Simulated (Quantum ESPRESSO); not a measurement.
## KCl (Sylvite) in Quantum ESPRESSO: convergence with density cutoff

Input of the first run (density cutoff 180 Ry); the others differ in this setting and in those tied to it:

Contents of pw.in:

```
&CONTROL
  calculation = 'scf'
  prefix = 'pwscf'
  outdir = './tmp'
  pseudo_dir = './pseudo'
  tprnfor = .true.
  tstress = .true.
  disk_io = 'nowf'
/
&SYSTEM
  ibrav = 0
  nat = 2
  ntyp = 2
  ecutwfc = 45
  ecutrho = 180
  nbnd = 14
  occupations = 'smearing'
  smearing = 'fd'
  degauss = 0.00367493
/
&ELECTRONS
  conv_thr = 4d-10
  electron_maxstep = 120
  mixing_beta = 0.5
/
ATOMIC_SPECIES
K     39.0983 k_pbe_v1.4.uspp.F.UPF
Cl    35.4500 cl_pbe_v1.4.uspp.F.UPF
CELL_PARAMETERS angstrom
   0.0000000000    3.1464700000    3.1464700000
   3.1464700000    0.0000000000    3.1464700000
   3.1464700000    3.1464700000    0.0000000000
ATOMIC_POSITIONS crystal
K      0.0000000000    0.0000000000    0.0000000000
Cl     0.5000000000    0.5000000000    0.5000000000
K_POINTS automatic
7 7 7 0 0 0
```

Potentials or basis: GBRV 1.5 PBE.

Launch:

```sh
$ OMP_NUM_THREADS=1 pw.x -in pw.in > pw.out
```

Hardware: 1 thread of Intel(R) Xeon(R) Platinum 8259CL CPU @ 2.50GHz (Skylake/Cascade Lake) (shared host).

```tsv
density cutoff	energy less the tightest run, at zero smearing (meV/atom)	SCF cycles	CPU time (s)	peak memory (GiB)
180 Ry	-0.07	9	16	0.1
225 Ry	-0.05	9	18	0.13
270 Ry	-0.02	9	20	0.15
315 Ry	-0.01	9	23	0.18
360 Ry	-0.01	9	24	0.21
450 Ry	0.00	10	32	0.28
540 Ry	0.00	9	36	0.36
720 Ry	0.00	9	49	0.53
```

Against the tightest run, the energy stays within 1 meV/atom from 180 Ry on. The tightest run that finished is the yardstick and may itself not be fully converged.
